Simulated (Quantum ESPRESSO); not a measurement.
Input of a Quantum ESPRESSO 7.5 run:

pw.in

```
&CONTROL
  calculation = 'scf'
  prefix = 'pwscf'
  outdir = './tmp'
  pseudo_dir = './pseudo'
  tprnfor = .true.
  tstress = .true.
  disk_io = 'nowf'
/
&SYSTEM
  ibrav = 0
  nat = 2
  ntyp = 1
  ecutwfc = 45
  ecutrho = 360
  nbnd = 21
  occupations = 'smearing'
  smearing = 'fd'
  degauss = 0.00367493
/
&ELECTRONS
  conv_thr = 4d-10
  electron_maxstep = 120
  mixing_beta = 0.5
/
ATOMIC_SPECIES
Ge    72.6300 ge_pbesol_v1.4.uspp.F.UPF
CELL_PARAMETERS angstrom
   0.0000000000    2.8289100000    2.8289100000
   2.8289100000    0.0000000000    2.8289100000
   2.8289100000    2.8289100000    0.0000000000
ATOMIC_POSITIONS crystal
Ge     0.7609660000    0.7332560000    0.7533390000
Ge     0.4934450000    0.4893950000    0.5101500000
K_POINTS automatic
8 8 8 0 0 0
```

Potentials or basis: GBRV 1.5 PBEsol.

Command:

```bash
$ OMP_NUM_THREADS=1 mpirun -n 2 pw.x -nk 2 -in pw.in > pw.out
```

(1) Estimate the largest force.

(2) What does it give for the pressure?

(3) What does it give for the band gap on the k mesh?

## Answers

(1) 0.687 eV/Å.

(2) 0.5 GPa.

(3) none (metal or under the smearing width).
